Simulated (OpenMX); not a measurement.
# ZnSe (Stilleite) under changes of volume

One of the cells (22.757 Å³/atom); the others are scaled copies at fixed shape and fractional positions:

```
CELL_PARAMETERS angstrom
0.00000 2.83380 2.83380
2.83380 0.00000 2.83380
2.83380 2.83380 0.00000
ATOMIC_POSITIONS crystal
Se 0.75000 0.75000 0.75000
Zn 0.00000 0.00000 0.00000
```

| Quantity | Value |
| --- | --- |
| Program | OpenMX 3.8.5 |
| Functional | PBE |
| Potentials or basis | OpenMX 2013 PBE set, Se7.0-s3p2d2f1, Zn6.0H-s3p2d2f1, fixed grid of 45 × 45 × 45 points |
| k mesh | 9 × 9 × 9 |
| Occupations | fermi-dirac, width 0.05 eV |
| Spin | no spin polarisation |

```csv
volume (Å³/atom),energy over the lowest point (meV/atom),gap on the mesh (eV)
21.391,71.70,1.73
21.846,?,?
22.301,31.46,1.55
22.757,17.88,1.47
23.212,8.64,1.38
23.667,2.85,1.30
24.122,0.00,1.22
```

Question: What does the run at 21.846 Å³/atom give?

Answer: Energy over the lowest point 49.22 meV/atom; gap on the mesh 1.64 eV.

Worked out: A Birch-Murnaghan fit of order 3 (a polynomial in V^(-2/3)) to the other rows has its minimum at 24.33 Å³/atom, just outside them, with B0 = V·E''(V) = 50 GPa and B' = 4.9. It gives 49.08 meV/atom at 21.846 Å³/atom, against the run's 49.22. A straight line through the other rows of the gap, of slope -4.25 eV per unit of ln V (its deformation potential), gives 1.64 eV, against the run's 1.64.

Energies are extrapolated to zero smearing.

Caveats: the basis of atomic orbitals isn't converged, which shifts pressures, moduli and gaps.

Spin-orbit coupling on Se is left out.
